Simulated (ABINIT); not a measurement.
## Moving the share of exact exchange in BN

The structure is cubic, space group F-43m (No. 216). Conventional cell: a = 3.626 Å, b = 3.626 Å, c = 3.626 Å, α = 90.00°, β = 90.00°, γ = 90.00°. Around N (site symmetry -43m) lie 4 B at 1.57 Å. B (site symmetry -43m) has 4 N at 1.57 Å as nearest neighbours.

Kept alike: task single point; functional PBE0; k mesh 6 × 6 × 6; occupations fermi-dirac, width 0.05 eV; no spin polarisation. Program: ABINIT, SG15 NC PBE v1.2, cutoff 952 eV. The mesh is that of the run's cell of 2 atoms. No spin-orbit coupling.

```csv
"share of exact exchange, α",band gap (eV)
0.05,4.967
0.15,5.846
0.25,6.733
0.35,7.625
```

The k mesh is coarse, so the values aren't converged. A gap read on the mesh alone can miss an edge between its points. All rows use potentials made for PBE. The mesh is thin for exact exchange.

The band gap rises from 4.967 to 7.625 eV between 0.05 and 0.35. Exact exchange pulls filled levels down against empty ones, so the gap grows nearly in line with its share. The mean slope is +8.86 eV per unit of share. Measured: 6.4 eV at 300 K (a printed reference work); nearest 0.25, 0.333 eV off. The runs are for a static lattice.
